## Results and discussion

The cell is hexagonal close-packed (hcp) ruthenium that was strained at random at fixed volume and not relaxed. The levels are all-electron AM05 Kohn-Sham energies without valence relativity, spin-orbit coupling or spin polarisation. The columns point a, point b and point c give the wave vector $\mathbf{k}$ in fractions of the three reciprocal cell vectors, and the text numbers the rows from the top as points 1 to 7. The six level columns hold the four energies $\varepsilon$ next under the Fermi energy and the two next over it, with the Fermi energy as zero.

SIRIUS 7.12.0 all-electron FP-LAPW calculation with the AM05 functional for a two-atom Ru cell strained at random at fixed volume, without spin polarisation, valence relativity or spin-orbit coupling. The k mesh is 11×11×6 and the Fermi-Dirac smearing width is 0.1 eV. Levels are given relative to the Fermi energy.

```tsv
point a (reciprocal cell vector)	point b (reciprocal cell vector)	point c (reciprocal cell vector)	level under 4 (eV)	level under 3 (eV)	level under 2 (eV)	level under 1 (eV)	level over 1 (eV)	level over 2 (eV)
0.0000	0.0000	0.0000	-2.085	-1.767	-1.387	-1.302	1.126	1.213
0.0000	0.2727	0.0000	-1.567	-0.485	-0.325	-0.004	1.722	8.175
0.1818	0.2727	0.0000	-3.018	-1.909	-1.833	-0.098	1.257	1.561
-0.4545	0.0000	0.1667	-4.407	-3.382	-2.765	-1.478	0.005	1.188
0.0909	0.3636	0.3333	-3.821	-2.411	-1.155	-0.167	0.031	0.995
0.0000	-0.4545	0.3333	-4.527	-4.134	-1.933	-0.979	0.241	1.480
0.0909	0.0000	0.5000	-2.631	-2.618	-2.298	-2.287	0.464	0.470
```

### 1. Are the levels "under" full and the levels "over" empty?

Away from zero they are, and near zero they are partly filled. The run occupies each level by the Fermi-Dirac function $f = 1/(1+e^{\varepsilon/w})$, where $w = 0.1$ eV is the smearing width and $f$ runs from 0 to 1. Level under 1 at point 2 lies at $-0.004$ eV and has $f = 0.51$. Level over 1 at point 4, at 0.005 eV, is nearly its mirror image, also about half full although it is listed as over. These occupations follow from the setting and test nothing.

A narrower width sharpens some occupations and leaves others alone. With the levels held fixed and $w = 0.025$ eV, about the thermal energy at room temperature, level under 1 at point 3 goes from $f = 0.73$ to $0.98$. The level at point 2 stays near one half, at $0.54$, because it lies far closer to zero than either width. In a new self-consistent run the Fermi energy would itself move a little.

The columns rank levels by their distance from zero at each point separately, so one column need not follow one band from row to row. The separation of level under 1 and level over 1 is local: it runs from 0.198 eV at point 5 to 2.751 eV at point 7, and neither is a band gap. The run treats 32 electrons as valence. Half of them fill the deep 4s and 4p shells, and the other sixteen would just fill eight bands of 4d and 5s character. The eighth and ninth of these bands overlap in energy, so the ninth starts to fill before the eighth is full, which is why the gap on the mesh is zero.

### 2. How many states lie at the Fermi energy?

Seven points are too few to count them, but the electronic entropy of the run sums over the whole mesh. For a density of states $g$ (per eV and cell, both spins) the entropy is $S = -k_B\int g\,[f\ln f + (1-f)\ln(1-f)]\,d\varepsilon$. If $g$ is constant over the few $w$ where $f$ is fractional, it comes out of the integral, and the substitution $x = \varepsilon/w$ leaves a pure number, $\pi^2/3$. With $w = k_BT$ this is the Sommerfeld result

$$TS = \frac{\pi^2}{3}\,g\,w^2 .$$

The same calculation gives $TS$ as internal energy minus free energy, $-246342.381 - (-246342.439) = 0.058$ eV per cell. Then

$$g = \frac{0.0580}{3.290 \times 0.0100} = 1.76 \ \text{states/eV per cell} = 0.88 \ \text{states/eV per atom}.$$

The estimate has no adjustable constant and uses no row of the table. Its size is sensible: ten d states per atom spread over roughly 8 eV (a rough, recalled width) average a little above one state per eV. It is an average over about $\pm 0.3$ eV on a working mesh, so a peak or dip in $g$ narrower than that is washed out. Its inverse, 1.1 eV per electron and atom, gives the order of the shift of the Fermi energy if one electron per atom were added to rigid bands. A shift of that order is as large as many spacings in the table, so an element one place along the 4d row would show a different set of levels next to zero.

### 3. Why do all six levels at point 7 come in close pairs?

The table shows three pairs at point 7, split by 13, 11 and 6 meV. No spacing at any other point is below 76 meV. Three accidents in one row would be unlikely, and symmetry offers a reason that is special to the plane point c $= 1/2$.

The argument is standard. Ideal hcp has a screw operation $\sigma$: a half turn about the $c$ axis with a shift of $c/2$, which carries one layer onto the other. The half turn sends $(k_a,k_b,k_c)$ to $(-k_a,-k_b,k_c)$, and time reversal $\Theta$ then gives $(k_a,k_b,-k_c)$. On the plane $k_c = 1/2$ this is the starting point again, since $+1/2$ and $-1/2$ differ by a reciprocal cell vector. Applied twice, the combination is a translation by $c$, so without spin-orbit coupling $(\Theta\sigma)^2 = e^{-2\pi i k_c} = -1$, and an antiunitary symmetry that squares to $-1$ forces every level to have a partner at the same energy.

The pairs in the table are split because the strain breaks the screw, and only one part of the strain does so. A half turn maps any plane lattice onto itself, so stretching or shearing the basal plane leaves the screw intact, provided that $c$ stays normal to the plane and the layers stay half a cell apart. Tilting $c$ destroys it. The cell angles of $90.2^\circ$ and $89.9^\circ$ put $c$ at $0.20^\circ$ from the normal, a shear of 0.35 %. The size of the splitting is harder to predict. Point 7 lies on the line from A to L, and ideal hcp has a mirror plane that holds both this line and the $c$ axis. The two partners of a pair have the same parity under that mirror, so to first order only a tilt along the line can split them. The rounded angles put the tilt almost wholly across the line, and the part along it can't be told from zero.

The spacing of the layers rests on an assumption, that the second atom sits at the ideal offset $(1/3, 2/3, 1/2)$. With the cell edges and angles of the run this offset gives a shortest interlayer contact of 2.647 Å, the same as the shortest contact reported for the cell of the run, which supports it. It also shows that the twelve neighbours are no equal shell: they run up to 2.713 Å in the plane, a spread of 2.5 % relative to the shortest. The atoms still feel forces of up to 0.065 eV/Å, so relaxing them would change the splittings.

### 4. Why are the close pairs at point 1 so much wider?

Point 1 is the zone centre Γ. Levels under 2 and under 1 are 85 meV apart and the two levels over zero are 87 meV apart, on average 8.6 times the mean splitting at point 7. In ideal hcp the threefold axis makes doublets at Γ, out of d orbitals such as $xz, yz$ or $xy, x^2-y^2$ that are equivalent when the directions in the plane are equivalent. That these two pairs are such doublets, opened by strain, is a likely reading and remains a guess.

If the guess is right, the relevant distortion is the one that makes the in-plane directions differ. The basal plane, compared with a hexagonal net, has two principal stretches that differ by 1.87 % of their mean. This is 5.4 times the tilt, or between 4.0 and 7.3 times once the rounding of the angles is allowed for. Hopping between d orbitals falls steeply with distance, so unequal bonds shift the two members of a doublet by different amounts.

The sizes run the way this picture suggests: the larger distortion goes with the larger splitting. This is a rough sign and no test, because different states respond to different strains, and the part of the tilt that acts to first order at point 7 is not known.

A control row weakens the case. At point 3, a general point of the basal plane of the zone, ideal hcp forces no pair, yet levels under 3 and under 2 lie 76 meV apart. Spacings of this size therefore arise by accident among dense d bands. The same run for the unstrained crystal would decide the matter: the pairs at point 7 would close exactly, true doublets at Γ would close too, and the spacing at point 3 would have no reason to vanish. A cell stretched only in the plane, and by unequal amounts along two directions, would keep the pairs at point 7 closed and open the doublets at Γ.

### 5. What lies behind the jump at point 2?

Level over 1 is at 1.722 eV and level over 2 at 8.175 eV. The spacing of 6.453 eV is the largest in the table, 2.35 times the next. A guess that fits is that the lower level is the last of the d manifold at this point and the upper one is an sp level of the wide, free-electron kind.

The ranking of the columns allows such a jump without any band being steep. Point 2 has three levels within half an eV under zero, at $-0.485$, $-0.325$ and $-0.004$ eV, more than any other row. Where more bands dip under the Fermi energy, fewer d levels are left above it, and level over 2 passes to a different band than in the neighbouring rows. The upper value is also the one to trust least, because an LAPW basis is linearised about chosen energies and is built here for the occupied region.

### 6. What would relativity, or the 5d congener, change?

Two effects are switched off, and both are standard physics. Scalar relativity contracts and lowers s states relative to d states, which moves charge between them and shifts d levels against the Fermi energy. The levels at points 2, 4 and 5 that lie within 0.031 eV of zero could change sides. Spin-orbit splitting of 4d levels can reach a few tenths of an eV (a rough, recalled size), more than the spacing within the pairs at Γ. A disagreement with measured bands at this scale can't be blamed on AM05 until these omissions and the strain have been removed.

Spin-orbit coupling treats the two kinds of pair differently. It splits d doublets at Γ even in the ideal crystal, so the separation there would no longer measure strain alone. On the plane point c $= 1/2$ of ideal hcp it lifts the pairing at a general point but not along the lines from A to L, and point 7, with point b equal to zero, lies on such a line. In hcp osmium, with the same electron count and a spin-orbit coupling several times stronger, the same symmetry rules hold, and the coupling would be expected to outweigh a strain of this size at Γ. The zero moment here is imposed by the setting; bulk ruthenium is known to be nonmagnetic.

### 7. Which digits can be trusted?

Differences at one point are the safest numbers, because the Fermi energy cancels from them. Rounding leaves $\pm 1$ meV in each, which is 17 % of the 6 meV splitting and about 1 % of the pairs at Γ. The physical error may be larger, because the basis cutoffs are usual working values and not converged limits, and no run here shows how far they move a spacing. The total energy was steady to the last printed meV over the final cycles. That is a good sign but no proof for the levels, because an error in the density enters the total energy only to second order and the levels to first. The existence of the pairs at point 7 is secure, while their different sizes are left without a cause. The splittings of 13 and 11 meV differ by no more than the rounding allows; the one of 6 meV is clearly smaller, but nothing in the run says why.

Positions relative to zero are weaker. The Fermi energy is fixed by counting electrons over the mesh with a wide smearing, and it moves when either is changed. The highest level under zero and the lowest over it are 9 meV apart, so a shift of about 5 meV one way or the other relabels one of them. Little physics hangs on the label: near zero $f$ falls at a rate of $1/(4w) = 2.5$ per eV, and such a shift changes the occupation by about 0.01.

The mesh limits what the levels can locate. An 11-fold division in the plane contains neither M, which needs the index $11/2 = 5.5$, nor K, which needs $11/3 = 3.67$, so band extrema there are passed over. The even division along $c$ does include the plane of the pairs. As a working rule, read spacings within a row to no better than a meV or two, treat a level within a smearing width of zero as partly filled whatever its column, and ask which symmetry a distortion breaks before reading a splitting as a measure of strain.
